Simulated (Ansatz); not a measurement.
Input and command of a plane-wave DFT calculation in Ansatz:

```yaml
crystal:
  lattice:
    - [0.0, 5.4700936587, -5.4700936587]
    - [5.4700936587, 5.4700936587, 0.0]
    - [5.4700936587, 0.0, -5.4700936587]
  atoms:
    - { symbol: Hf, position: [0.375, 0.375, 0.375] }
    - { symbol: Si, position: [0.375, 0.875, 0.375] }
    - { symbol: Si, position: [0.875, 0.375, 0.375] }
    - { symbol: Si, position: [0.875, 0.875, 0.375] }
    - { symbol: Si, position: [0.375, 0.375, 0.875] }
    - { symbol: Si, position: [0.375, 0.875, 0.875] }
    - { symbol: Si, position: [0.875, 0.375, 0.875] }
    - { symbol: Si, position: [0.875, 0.875, 0.875] }
    - { symbol: Si, position: [0.5, 0.5, 0.0] }
    - { symbol: Si, position: [0.5, 0.0, 0.0] }
    - { symbol: Si, position: [1.0, 0.5, 0.0] }
    - { symbol: Si, position: [1.0, 0.0, 0.0] }
    - { symbol: Si, position: [0.5, 0.5, 0.5] }
    - { symbol: Si, position: [0.5, 0.0, 0.5] }
    - { symbol: Si, position: [1.0, 0.5, 0.5] }
    - { symbol: Si, position: [1.0, 0.0, 0.5] }
  host:
    lattice:
      - [0.0, 2.7350468294, 2.7350468294]
      - [2.7350468294, 0.0, 2.7350468294]
      - [2.7350468294, 2.7350468294, 0.0]
    atoms:
      - { symbol: Si, position: [0.25, 0.25, 0.25] }
      - { symbol: Si, position: [0.0, 0.0, 0.0] }
basis:
  ecutwfc: 420
  xc_grid: 2
kpoints:
  mp_grid: { grid: [2, 2, 2], shift: [0.0, 0.0, 0.0] }
hamiltonian:
  xc: pbe
scf:
  occupations: { method: gaussian, width: 0.01 }
output:
  forces: true
  stress: false
  eigenvalues: true
  charged_corrections:
    defect_position: [0.375, 0.375, 0.375]
    epsilon: [[12.9823, 0.0, 0.0], [0.0, 12.9823, 0.0], [0.0, 0.0, 12.9823]]
  write_density: true
  write_potential: true
  elf: true
  volumetric_format: npy
relax:
  adjacent_minimum: "off"
  f_tol: 0.025
  max_steps: 45
```

```bash
ansatz run input.yaml --threads 4 --pin off --max-ram 10240MiB --backend cpu --events-out ev --progress --plain --runs-dir out
```

Processor: Arm Neoverse V1, 4 threads, on a host shared with other jobs.

Q: Estimate time, memory and problem size.

A: About 5.4 s on 4 threads of Arm Neoverse V1, with other jobs on the host, peak memory 0.67 GiB. It solves 59 bands at 3 k points (the mesh reduced by symmetry) with about 6375 plane waves, in 25 SCF iterations over 4 ionic steps.
